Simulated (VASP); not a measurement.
# BaTiO3 (Amm2) in VASP: further runs

Runs on BaTiO3. Level: r2SCAN. Tasks: relaxation of cell and atoms.

Everything below comes from runs of VASP 6.6.1. Logs are shortened: lines on timing, memory, paths and dates and some standing lists are left out, and cuts for length are marked.

## Step 1: Starting point

The structure is orthorhombic, space group Amm2 (No. 38). The conventional cell has a = 3.986 Å, b = 5.674 Å, c = 5.690 Å, α = 90.00°, β = 90.00°, γ = 90.00°. Ba (site symmetry mm2) has 12 O at 2.77 to 2.92 Å as nearest neighbours. Ti (site symmetry mm2) has 6 O at 1.93 to 2.09 Å as nearest neighbours. O (site symmetry mm2) has 2 Ti at 2.00 Å as nearest neighbours. O (site symmetry m) has 2 Ti at 1.93 to 2.09 Å as nearest neighbours.

## Step 2: Relaxation of cell and atoms, r2SCAN

Contents of INCAR:

```
ALGO     = Normal         # electronic algorithm
EDIFF    = 1E-7           # SCF threshold, eV
EDIFFG   = -0.002         # ionic threshold
ENCUT    = 520            # plane-wave cutoff, eV
IBRION   = 2              # ionic algorithm
ISIF     = 3              # what is computed and relaxed
ISMEAR   = 0              # smearing method
KPAR     = 8            
LASPH    = True           # aspherical terms in the spheres
LCHARG   = False          # write CHGCAR
LMIXTAU  = True         
LREAL    = False          # projectors in reciprocal space
LWAVE    = False          # write WAVECAR
METAGGA  = R2SCAN         # meta-GGA
NELM     = 60             # most SCF steps
NSW      = 80             # ionic steps
PREC     = Accurate       # precision mode
SIGMA    = 0.02           # smearing width, eV
```

Contents of KPOINTS:

```
k-points
0
Gamma
  8 8 8
```

Contents of POSCAR:

```
BaTiO3
1.0
    3.9855000000      0.0000000000      0.0000000000
    0.0000000000      2.8369000000      2.8451500000
    0.0000000000     -2.8369000000      2.8451500000
Ba Ti O
1 1 3
Direct
    0.0000000000      0.0000000000      0.0000000000
    0.5000000000      0.5124000000      0.5124000000
    0.0000000000      0.4874000000      0.4874000000
    0.5000000000      0.5052400000      0.9918400000
    0.5000000000      0.9918400000      0.5052400000
```

Potentials or basis: VASP PAW PBE potentials, release 64 (Ba_sv, Ti_sv, O).

Launch:

```sh
$ cat potpaw_PBE.64/Ba_sv/POTCAR potpaw_PBE.64/Ti_sv/POTCAR potpaw_PBE.64/O/POTCAR > POTCAR
$ mpirun -np 8 vasp_std > vasp.out
```

OUTCAR:

```text
EDIFF = 1E-7
   EDIFFG = -0.002
   ENCUT = 520
   IBRION = 2
   ISIF = 3
   ISMEAR = 0
   LASPH = True
   LREAL = False
   METAGGA = R2SCAN
   NELM = 60
   NSW = 80
   PREC = Accurate

 ion  position               nearest neighbor table
   1  0.000  0.000  0.000-   3 2.77   4 2.81   5 2.81   4 2.81   5 2.81   3 2.84   3 2.84   4 2.84
                             5 2.84   5 2.84   4 2.84   3 2.92   2 3.42   2 3.42   2 3.47   2 3.47
   2  0.500  0.512  0.512-   4 1.93   5 1.93   3 2.00   3 2.00   5 2.09   4 2.09   1 3.42   1 3.42
                             1 3.47   1 3.47   1 3.47   1 3.47   1 3.53   1 3.53
   3  0.000  0.487  0.487-   2 2.00   2 2.00   1 2.77   1 2.84   1 2.84   1 2.92
   4  0.500  0.505  0.992-   2 1.93   2 2.09   1 2.81   1 2.81   1 2.84   1 2.84
   5  0.500  0.992  0.505-   2 1.93   2 2.09   1 2.81   1 2.81   1 2.84   1 2.84

  LATTYP: Found a base centered orthorhombic cell.
 ALAT       =     5.6738000000
 B/A-ratio  =     1.0029081039
 C/A-ratio  =     0.7024392823

  Lattice vectors:

 A1 = (   0.0000000000,   2.8369000000,  -2.8451500000)
 A2 = (   0.0000000000,   2.8369000000,   2.8451500000)
 A3 = (   3.9855000000,   0.0000000000,   0.0000000000)

Analysis of symmetry for initial positions (statically):
=====================================================================
 Subroutine PRICEL returns:
 Original cell was already a primitive cell.

 Routine SETGRP: Setting up the symmetry group for a
 base centered orthorhombic supercell.

 Subroutine GETGRP returns: Found  4 space group operations
 (whereof  4 operations were pure point group operations)
 out of a pool of  8 trial point group operations.

The static configuration has the point symmetry C_2v.

Analysis of symmetry for dynamics (positions and initial velocities):
=====================================================================
 Subroutine PRICEL returns:
 Original cell was already a primitive cell.

 Routine SETGRP: Setting up the symmetry group for a
 base centered orthorhombic supercell.

 Subroutine GETGRP returns: Found  4 space group operations
 (whereof  4 operations were pure point group operations)
 out of a pool of  8 trial point group operations.

The dynamic configuration has the point symmetry C_2v.

 Subroutine INISYM returns: Found  4 space group operations
 (whereof  4 operations are pure point group operations),
 and found     1 'primitive' translations

----------------------------------------------------------------------------------------

                                     Primitive cell

  volume of cell :      64.3372

  direct lattice vectors                    reciprocal lattice vectors
     3.985500000  0.000000000  0.000000000     0.250909547  0.000000000  0.000000000
     0.000000000  2.836900000  2.845150000     0.000000000  0.176248722  0.175737659
     0.000000000 -2.836900000  2.845150000     0.000000000 -0.176248722  0.175737659

  length of vectors
     3.985500000  4.017820321  4.017820321     0.250909547  0.248892219  0.248892219

  position of ions in fractional coordinates (direct lattice)
     0.000000000  0.000000000  0.000000000
     0.500000000  0.512400000  0.512400000
     0.000000000  0.487400000  0.487400000
     0.500000000  0.505240000  0.991840000
     0.500000000  0.991840000  0.505240000

  ion indices of the primitive-cell ions
   primitive index   ion index
                 1           1
                 2           2
                 3           3
                 4           4
                 5           5

----------------------------------------------------------------------------------------

 KPOINTS: k-points

Automatic generation of k-mesh.
 Grid dimensions read from file:
 generate k-points for:    8    8    8

 Generating k-lattice:

  Cartesian coordinates                     Fractional coordinates (reciprocal lattice)
     0.031363693  0.000000000  0.000000000     0.125000000  0.000000000  0.000000000
     0.000000000  0.022031090  0.021967207     0.000000000  0.125000000  0.000000000
     0.000000000 -0.022031090  0.021967207     0.000000000  0.000000000  0.125000000

  Length of vectors
     0.031363693  0.031111527  0.031111527

  Shift w.r.t. Gamma in fractional coordinates (k-lattice)
     0.000000000  0.000000000  0.000000000

 Subroutine IBZKPT returns following result:
 ===========================================

 Found    105 irreducible k-points:

 Following reciprocal coordinates:
            Coordinates               Weight
  0.000000  0.000000  0.000000      1.000000
  0.125000  0.000000  0.000000      2.000000
  0.250000  0.000000  0.000000      2.000000
  0.375000  0.000000  0.000000      2.000000
  0.500000  0.000000  0.000000      1.000000
  0.000000  0.125000  0.000000      4.000000
[... 16 lines left out ...]
  0.250000  0.500000  0.000000      4.000000
  0.375000  0.500000  0.000000      4.000000
 [... further k-points ...]
   k-points           NKPTS =    105   k-points in BZ     NKDIM =    105   number of bands    NBANDS=     24
   number of dos      NEDOS =    301   number of ions     NIONS =      5
   total plane-waves  NPLWV =  27000
   dimension x,y,z NGX =    30 NGY =   30 NGZ =   30
   dimension x,y,z NGXF=    60 NGYF=   60 NGZF=   60
   ions per type =               1   1   3
   NGX,Y,Z   is equivalent  to a cutoff of  12.51, 12.41, 12.41 a.u.
   NGXF,Y,Z  is equivalent  to a cutoff of  25.03, 24.83, 24.83 a.u.
 SYSTEM =  unknown system
   PREC   = accura    normal or accurate (medium, high low for compatibility)
   ISTART =      0    job   : 0-new  1-cont  2-samecut
   ICHARG =      2    charge: 1-file 2-atom 10-const
   ISPIN  =      1    spin polarized calculation?
   LNONCOLLINEAR =      F non collinear calculations
   LSORBIT =      F    spin-orbit coupling
   LASPH  =      T    aspherical Exc in radial PAW
   ENCUT  =  520.0 eV  38.22 Ry    6.18 a.u.   7.41  7.47  7.47*2*pi/ulx,y,z
   NELM   =     60;   NELMIN=  2; NELMDL= -5     # of ELM steps
   EDIFF  = 0.1E-06   stopping-criterion for ELM
   LREAL  =      F    real-space projection
   EDIFFG = -.2E-02   stopping-criterion for IOM
   NSW    =     80    number of steps for IOM
   IBRION =      2    ionic relax: 0-MD 1-quasi-New 2-CG
   NFREE  =      1    steps in history (QN), initial steepest desc. (CG)
   ISIF   =      3    stress and relaxation
   ISYM   =      2    0-nonsym 1-usesym 2-fastsym
   POTIM  = 0.5000    time-step for ionic-motion
   TEBEG  =    0.0;   TEEND  =   0.0 temperature during run
   PSTRESS=    0.0 pullay stress
   NELECT =      40.0000    total number of electrons
   NUPDOWN=      -1.0000    fix difference up-down
   EMIN   =  10.00;   EMAX   =-10.00  energy-range for DOS
   EFERMI =   0.00;   METHOD = LEGACY
   ISMEAR =     0;   SIGMA  =   0.02  broadening in eV -4-tet -1-fermi 0-gaus
   EFERMI_NEDOS =   21; number of points for ismear=-14 and -15
   IALGO  =     38    algorithm
   IMIX   =      4    mixing-type and parameters
     AMIX     =   0.40;   BMIX     =  1.00
     AMIX_MAG =   1.60;   BMIX_MAG =  1.00
  volume/ion in A,a.u.               =      12.87        86.83
  Fermi-wavevector in a.u.,A,eV,Ry     =   1.397250  2.640420 26.562762  1.952308
  Thomas-Fermi vector in A             =   2.520525
   LORBIT       =      0    0 simple, 1 ext, 2 COOP (PROOUT), +10 PAW based schemes
   METAGGA = R2SCAN    functional components
   LHFCALC =     F    Hartree Fock is set to
   AEXX    =    0.0000 exact exchange contribution
   IVDW    =     0    specifies the selected vdW correction
   LEPSILON=     F    determine dielectric tensor
   LRPA    =     F    only Hartree local field effects (RPA)
 conjugate gradient relaxation of ions
 non-spin polarized calculation
 Gauss-broadening in eV      SIGMA  =   0.02
  energy-cutoff  :      520.00
  volume of cell :       64.34
 maximum number of plane-waves:      1761
 NGX is ok and might be reduce to    30
   NGX = 15   NGY = 15   NGZ = 15

--------------------------------------- Ionic step        1  -------------------------------------------

 number of electron      39.9999995 magnetization

 Free energy of the ion-electron system (eV)
  ---------------------------------------------------
  ext. energy  EPLUGINS =         0.00000000
  ---------------------------------------------------
  free energy    TOTEN  =       -74.23457207 eV

  energy without entropy =      -74.23457207  energy(sigma->0) =      -74.23457207

------------------------ aborting loop because EDIFF is reached ----------------------------------------

  FORCE on cell =-STRESS in cart. coord.  units (eV):
  Direction    XX          YY          ZZ          XY          YZ          ZX
  --------------------------------------------------------------------------------------
  -------------------------------------------------------------------------------------
  Total        0.4620431      0.5083521      0.2426070      0.0000000      0.0000000      0.0000000
  in kB       11.5061770     12.6594014      6.0416003      0.0000000      0.0000000      0.0000000
  external PRESSURE =      10.0690596 kB  Pullay stress =       0.0000000 kB
[... 98 lines left out ...]
  FREE ENERGIE OF THE ION-ELECTRON SYSTEM (eV)
  ---------------------------------------------------
  free  energy   TOTEN  =       -74.2489495538 eV

  energy  without entropy=      -74.2489495538  energy(sigma->0) =      -74.24894955

[... ionic steps 4 to 28 ...]

--------------------------------------- Ionic step       29  -------------------------------------------

 number of electron      39.9999989 magnetization

------------------------ aborting loop because EDIFF is reached ----------------------------------------
[... 73 lines left out ...]
--------------------------------------- Ionic step       31  -------------------------------------------

 number of electron      39.9999989 magnetization

 Free energy of the ion-electron system (eV)
  ---------------------------------------------------
  ext. energy  EPLUGINS =         0.00000000
  ---------------------------------------------------
  free energy    TOTEN  =       -74.27002032 eV

  energy without entropy =      -74.27002032  energy(sigma->0) =      -74.27002032

 E-fermi :   3.4419     XC(G=0): -11.7610

 val. band max:        3.3425981574   @ k =   0.5000   0.5000   0.5000
 cond. band min:       5.9160366458   @ k =   0.0000   0.0000   0.0000
 fundamental gap:      2.5734384884
 Fermi energy:         3.4418893900

 k-point     1 :       0.0000    0.0000    0.0000
  band No.  band energies     occupation
      1     -55.3169      2.00000
      2     -30.5273      2.00000
      3     -30.5272      2.00000
      4     -30.4649      2.00000
      5     -22.2359      2.00000
      6     -14.4590      2.00000
[... 637 lines left out ...]
     23       7.6807      0.00000
     24       8.4647      0.00000

 [... further k-points ...]

------------------------ aborting loop because EDIFF is reached ----------------------------------------

  FORCE on cell =-STRESS in cart. coord.  units (eV):
  Direction    XX          YY          ZZ          XY          YZ          ZX
  --------------------------------------------------------------------------------------
  -------------------------------------------------------------------------------------
  Total        0.0023331      0.0001783     -0.0006250      0.0000000      0.0000000      0.0000000
  in kB        0.0568934      0.0043476     -0.0152407      0.0000000      0.0000000      0.0000000
  external PRESSURE =       0.0153334 kB  Pullay stress =       0.0000000 kB
[... 20 lines left out ...]
  FREE ENERGIE OF THE ION-ELECTRON SYSTEM (eV)
  ---------------------------------------------------
  free  energy   TOTEN  =       -74.2700203161 eV

  energy  without entropy=      -74.2700203161  energy(sigma->0) =      -74.27002032

 reached required accuracy - stopping structural energy minimisation
```

Wall time 50 min (8 MPI ranks of AMD EPYC 7R43 (Zen 3), shared host); peak memory 0.27 GiB.

Results:

```yaml
Free_energy: -74.2700 eV
Relaxed_volume: 13.14 Å³/atom
Relaxed_cell: a = 3.980 Å, b = 4.063 Å, c = 4.063 Å, α = 89.71°, β = 90.00°, γ = 90.00°
Space_group_after_relaxing_to_0.05_Å: Amm2 (No. 38)
Energy_gained_by_relaxing: 7.1 meV/atom
Ionic_steps: 31
Pressure_after_relaxing: 0.0 GPa
Band_gap_on_the_k_mesh: 2.57 eV, indirect (least direct gap 3.03 eV)
```

The path:
| step | energy change (eV) | largest force (eV/Å) | pressure (GPa) | volume (Å³) |
| --- | --- | --- | --- | --- |
| 1 | 0.0000 | 0.2720 | 1.01 | 64.34 |
| 2 | -0.0123 | 0.2396 | -0.74 | 65.09 |
| 3 | -0.0144 | 0.2630 | -1.72 | 65.53 |
| 4 | -0.0219 | 0.2411 | -1.09 | 65.42 |
| 5 | -0.0287 | 0.1359 | 0.24 | 65.19 |
| 6 | -0.0287 | 0.1230 | 0.36 | 65.17 |
| 7 | -0.0310 | 0.1168 | 0.27 | 65.27 |
| 8 | -0.0334 | 0.1166 | 0.12 | 65.50 |
| 9 | -0.0340 | 0.0881 | -0.05 | 65.57 |
| 10 | -0.0346 | 0.0751 | -0.54 | 65.78 |
| 11 | -0.0349 | 0.0646 | -0.40 | 65.74 |
| 12 | -0.0352 | 0.0472 | -0.16 | 65.68 |
| 13 | -0.0352 | 0.0387 | -0.05 | 65.65 |
| 14 | -0.0353 | 0.0307 | -0.02 | 65.64 |
| 15 | -0.0354 | 0.0137 | 0.05 | 65.63 |
| 16 | -0.0353 | 0.0252 | 0.18 | 65.60 |
| 17 | -0.0354 | 0.0074 | 0.09 | 65.62 |
| 18 | -0.0354 | 0.0080 | 0.02 | 65.65 |
| 19 | -0.0354 | 0.0171 | -0.08 | 65.69 |
| 20 | -0.0354 | 0.0124 | -0.03 | 65.67 |
| 21 | -0.0354 | 0.0102 | -0.02 | 65.67 |
| 22 | -0.0354 | 0.0076 | 0.00 | 65.68 |
| 23 | -0.0354 | 0.0080 | 0.02 | 65.68 |
| 24 | -0.0354 | 0.0074 | 0.01 | 65.68 |
| 25 | -0.0354 | 0.0060 | 0.00 | 65.69 |
| 26 | -0.0354 | 0.0029 | -0.03 | 65.71 |
| 27 | -0.0354 | 0.0042 | 0.02 | 65.70 |
| 28 | -0.0354 | 0.0027 | 0.01 | 65.70 |
| 29 | -0.0354 | 0.0025 | 0.00 | 65.70 |
| 30 | -0.0354 | 0.0020 | 0.00 | 65.70 |
| 31 | -0.0354 | 0.0012 | 0.00 | 65.70 |

Final structure:
```xyz
5
Lattice="3.9798 0.0000 0.0000 0.0000 2.8659 2.8803 0.0000 -2.8659 2.8803" Properties=species:S:1:pos:R:3 pbc="T T T"
Ba    0.0000    0.0000    0.0427
Ti    1.9899    0.0000    3.0117
O     0.0000    0.0000    2.8302
O     1.9899   -1.3943    4.2494
O     1.9899    1.3943    4.2494
```

Caveat: the PAW data sets were made with another functional, which shifts forces and pressure a little; spin-orbit coupling is left out, which moves the levels of the heavy elements. A k mesh can miss the band edges.

[end of part 1 of 2]
